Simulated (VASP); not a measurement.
Here is a VASP 6.6.1 calculation.

File INCAR:

```
SYSTEM = BAs
  PREC = Accurate
  ENCUT = 600
  EDIFF = 1E-6
  ISMEAR = -1
  SIGMA = 0.05
  LREAL = .False.
  LASPH = .True.
  NELM = 100
  ALGO = Normal
  ISIF = 3
  LWAVE = .False.
  LCHARG = .False.
  METAGGA = R2SCAN
  LMIXTAU = .True.
  IBRION = 2
  NSW = 60
  EDIFFG = -0.01
```

File KPOINTS:

```
regular mesh
0
Gamma
  9 9 9
  0 0 0
```

Contents of POSCAR:

```
BAs
1.0
    2.9343700000      0.0000000000      0.0000000000
    0.0000000000      2.9343700000      0.0000000000
    0.0000000000      0.0000000000      2.9343700000
B As
1 1
Direct
    0.5000000000      0.5000000000      0.5000000000
    0.0000000000      0.0000000000      0.0000000000
```

Potentials or basis: VASP PAW PBE potentials, release 64 (B, As).

Run with:

```bash
$ cat potpaw_PBE.64/B/POTCAR potpaw_PBE.64/As/POTCAR > POTCAR
$ mpirun -np 1 vasp_std > vasp.out
```

Problem. What does it give for the band gap on the k mesh?

Solution. None (metal or under the smearing width).

Final structure:
```
B As
1.0
     2.93437    0.00000    0.00000
     0.00000    2.93437    0.00000
     0.00000    0.00000    2.93437
B As
1 1
Direct
  0.50000 0.50000 0.50000
  0.00000 0.00000 0.00000
```

Caveat: the relaxation stopped at its first step, so nothing moved.
